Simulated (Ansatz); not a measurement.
We consider cubic perovskite LaAlO₃ (cubic high-temperature phase), described by r²SCAN+SOC in Ansatz (PAW).

Settings: plane-wave cutoff 560 eV, 10×10×10 k mesh, Fermi–Dirac smearing 0.01 eV, PAW data made under PBE.

Pressure at four volumes; x = ln(V/10.860 Å³). One pressure is withheld.

```tsv
V (Å³/atom)	x	P (GPa)
10.209	-0.0618	14.95
10.860	0.0000	0.01
11.295	0.0393	-7.65
11.512	0.0583	?
```

Q: Pass a parabola P(x) through the three rows shown, estimate the bulk modulus and its pressure derivative near zero pressure, and predict the withheld pressure.

A: Slopes between the rows: (0.01 − (14.95))/(0.0000 − (-0.0618)) = -241.75 and (-7.65 − (0.01))/(0.0393 − (0.0000)) = -194.91 GPa. Their difference over the span 0.1011 is c = 46.84/0.1011 = 463.3 GPa, so P(x) = 14.95 + (-241.75)(x − (-0.0618)) + 463.3 (x − (-0.0618))(x − (0.0000)). At the middle row B = −dP/dx = −[-241.75 + 463.3 × 0.0618] = 213.1 GPa, and B′ = dB/dP = 2c/B = 4.3. At x = 0.0583 the parabola gives -10.84 GPa; the run gives -10.92 GPa. The Birch–Murnaghan fit to the energies at all volumes has B0 = 212 GPa and B′ = 4.2.

Measured, for comparison: bulk modulus 215 ± 4 GPa (room temperature, no zero-point or thermal correction, cubic phase above 14 GPa, extrapolated to zero pressure; as tabulated in Guennou et al. (2011), arXiv:1105.1276). Computed (rounded) less measured: bulk modulus -1 % (inside the measured uncertainty).

Note: the relaxation could not lower the start's symmetry, so the cell can be a saddle point above a distorted one.

Ansatz is a quantum-chemistry and plane-wave program.
